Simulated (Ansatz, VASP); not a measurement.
## Si5Se in VASP and in Ansatz

```
Si Se
1.0
     2.77261    0.00000    0.00000
     0.00000    2.77261    0.00000
     0.00000    0.00000   12.84479
Si Se
5 1
Direct
  0.50000 0.50000 0.35803
  0.50000 0.50000 0.64197
  0.00000 0.00000 0.21739
  0.00000 0.00000 0.78261
  0.00000 0.00000 0.50000
  0.50000 0.50000 0.00000
```

Change from the starting cell: species swapped into the Hf5Pb type (P4/mmm, No. 123).

Alike in both runs: functional PBE; k mesh 6 × 6 × 2; occupations gaussian, width 0.1 eV; no spin polarisation.

Ansatz relaxed the structure, and its values are those at the end. VASP's run is a single point on that final structure, the one shown.

```csv
,VASP,Ansatz
version,VASP 6.6.1,Ansatz 0.2.0
potentials or method,"VASP PAW PBE potentials, release 64 (Si, Se)","scalar-relativistic, plane waves, PAW"
plane-wave cutoff (eV),520,420
valence electrons in the cell,26,36
```

```csv
,VASP,Ansatz,Ansatz less VASP
gap on the k mesh at the Fermi level (eV),none,none,-
pressure (GPa),-0.1,-0.1,+0.02
```

A gap of «none» marks a metal or a gap that the smearing closes. The functional is the same, so the differences come from potentials, cutoffs and numerics. The two sets of potentials don't hold the same shells in valence.

Caveats: the k mesh is coarse (spacing up to 0.38 Å⁻¹), so the values aren't converged.
